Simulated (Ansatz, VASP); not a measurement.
**SnO: VASP beside Ansatz**

```
Sn O
1.0
     3.81370    0.00000    0.00000
     0.00000    3.81370    0.00000
     0.00000    0.00000    4.88691
Sn O
2 2
Direct
  0.50000 0.00000 0.76463
  0.00000 0.50000 0.23537
  0.00000 0.00000 0.00000
  0.50000 0.50000 0.00000
```

The cell is a database's computed one.

Alike in both runs: functional PBEsol; k mesh 7 × 7 × 6; occupations fermi-dirac, width 0.05 eV; no spin polarisation.

```csv
,VASP,Ansatz
version,VASP 6.6.1,Ansatz 0.2.0
potentials or method,"VASP PAW PBE potentials, release 64 (Sn_d, O)",Ansatz PAW
plane-wave cutoff (eV),520,420
valence electrons in the cell,40,40
task,single point,band structure
```

|  | VASP | Ansatz | Ansatz less VASP |
| --- | --- | --- | --- |
| gap on the k mesh at the Fermi level (eV) | 0.37 | 0.35 | -0.013 |
| least direct gap on the mesh (eV) | 1.96 | 1.99 | +0.035 |
| pressure (GPa) | -0.3 | -0.5 | -0.22 |
| largest component of the traceless stress (GPa) | 0.09 | 0.11 | +0.017 |
| rms of the force components (eV/Å) | 0.065 | 0.030 | -0.0349 |

Atom by atom the forces differ by 0.035 eV/Å (rms over components). With one functional, cell and mesh, what is left measures potentials, basis and numerics.

Caveats: spin-orbit coupling is left out, which moves the levels of the heavy elements; the PAW data sets were made with another functional, which shifts forces and pressure a little (VASP); an odd mesh through Γ misses points on the zone boundary, where band edges often lie (VASP); the k mesh misses the band edges, so the gap on the mesh is wider than the one along the path (Ansatz); the pressure holds a Pulay correction of +0.5 GPa for the finite cutoff (Ansatz); the PAW data sets come from PBE, with cores solved anew for the run's functional, which leaves a small shift of forces and pressure (Ansatz).
